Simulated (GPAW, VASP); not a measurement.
This is a calculation of Nb for GPAW 26.7.0 (ASE script). 

The input run.py:

```python
from ase.dft.bandgap import bandgap
from ase.io import read, write
from ase.units import Bohr, GPa
from gpaw import GPAW, PW
from gpaw.elf import elf_from_dft_calculation

atoms = read('POSCAR')

calc = GPAW(mode=PW(600),
            xc='PBE',
            kpts={'size': (11, 11, 11), 'gamma': True},
            occupations={'name': 'methfessel-paxton', 'order': 0, 'width': 0.028000000000000004},
            nbands=15,
            convergence={'density': 1e-05, 'energy': 1e-05},
            maxiter=150,
            txt='gpaw.txt')
atoms.calc = calc
energy = atoms.get_potential_energy()
forces = atoms.get_forces()
stress = atoms.get_stress()
calc.write('gs.gpw')
write('result.traj', atoms)
print(f'Energy: {energy:.6f} eV')
print('Forces (eV/A):')
print(forces.round(4))
print('Stress (GPa):', (stress / GPa).round(3))
print('Fermi level:', round(calc.get_fermi_level(), 4), 'eV')
print(f'Gap: {bandgap(calc)[0]:.4f} eV, direct: {bandgap(calc, direct=True)[0]:.4f} eV')

# fields on the real-space grid
write('density.cube', atoms, data=calc.get_pseudo_density() * Bohr**3)
write('potential.cube', atoms, data=calc.get_electrostatic_potential())
write('elf.cube', atoms, data=elf_from_dft_calculation(calc).data)
```

POSCAR

```
Nb
1.0
   -1.6639500000      1.6639500000      1.6639500000
    1.6639500000     -1.6639500000      1.6639500000
    1.6639500000      1.6639500000     -1.6639500000
Nb
1
Direct
    0.0000000000      0.0000000000      0.0000000000
```

Potentials or basis: GPAW PAW data sets (gpaw-data 1.2.1), pw.

Command:

```sh
$ OMP_NUM_THREADS=1 python run.py
```

Translate it to VASP 6.6.1. Potentials or basis there: PBE PAW files Nb_sv, 520 eV.

As run (cutoffs and basis follow the program's own potentials, and thresholds, step limits or extra output files can differ):

Contents of INCAR:

```
  ALGO = Normal
  EDIFF = 1E-7
  ENCUT = 520
  GGA = PE
  ISIF = 2
  ISMEAR = 0
  LASPH = True
  LCHARG = False
  LREAL = False
  LWAVE = False
  NBANDS = 12
  NELM = 80
  PREC = Accurate
  SIGMA = 0.028000000000000004
```

Contents of KPOINTS:

```
k-points
0
Gamma
  11 11 11
```

File POSCAR:

```
Nb
1.0
   -1.6639500000      1.6639500000      1.6639500000
    1.6639500000     -1.6639500000      1.6639500000
    1.6639500000      1.6639500000     -1.6639500000
Nb
1
Direct
    0.0000000000      0.0000000000      0.0000000000
```

Potentials or basis: VASP PAW PBE potentials, release 64 (Nb_sv).

Launch:

```console
$ cat potpaw_PBE.64/Nb_sv/POTCAR > POTCAR
$ mpirun -np 1 vasp_std > vasp.out
```

Both were run:

|  | GPAW | VASP |
| --- | --- | --- |
| Pressure | -2.5 GPa | -2.1 GPa |

Pressure is positive in compression.
